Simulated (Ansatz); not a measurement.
Runs of Ansatz 0.2.0 on Tc. Symmetry: Fm-3m, No. 225, cubic system. The conventional cell has a = 3.900 Å, b = 3.900 Å, c = 3.900 Å, α = 90.00°, β = 90.00°, γ = 90.00°. Tc (site symmetry m-3m) has 12 Tc at 2.76 Å as nearest neighbours. This isn't the form of Tc at room conditions, which is hcp.

```csv
task,level,potentials or basis,spin,cell,cutoff (eV),smearing,driver,points for each segment of the path,other keys,gap on the mesh (eV),pressure (GPa)
single point,rPW86-PBE,Ansatz PAW earlier set,off,volume scaled by 0.8,500,gaussian 0.05 eV,-,-,-,none,112.4
atomic charges,PBE,PseudoDojo LDA,"collinear, random start",as given,450,tetrahedron,chain,-,basis.xc_grid = 3; basis.ecutwfc = 450 eV,none,(a)
single point,rPW86-PBE,Ansatz PAW,off,volume scaled by 0.8,500,gaussian 0.05 eV,calculator,-,-,-,112.4
band structure,r2SCAN+D4,PseudoDojo stringent,"SOC, no magnetisation",as given,1143,gaussian 0.15 eV,chain,14,-,none,-13.5
```

Alike in all rows: k mesh 12 × 12 × 12.

Task: Fill in the values left out.

Result: (a) -8.2.

Caveats: the potentials were made for another functional, which shifts forces and pressure (some runs); the PAW data sets come from PBE, with cores solved anew for the run's functional, which leaves a small shift of forces and pressure (some runs); the pressure holds a Pulay correction of +174.1 GPa for the finite cutoff (some runs); with tetrahedron occupations forces and stress needn't match the slope of the energy (some runs); the starting moments weren't kept (some runs); the cutoff lies under the one recommended for these potentials (some runs); the thresholds are loose for stress (some runs).

A k mesh can miss the band edges, and rows without SOC leave out spin-orbit coupling on Tc.

A gap of «none» marks a metal or a gap under the smearing width.
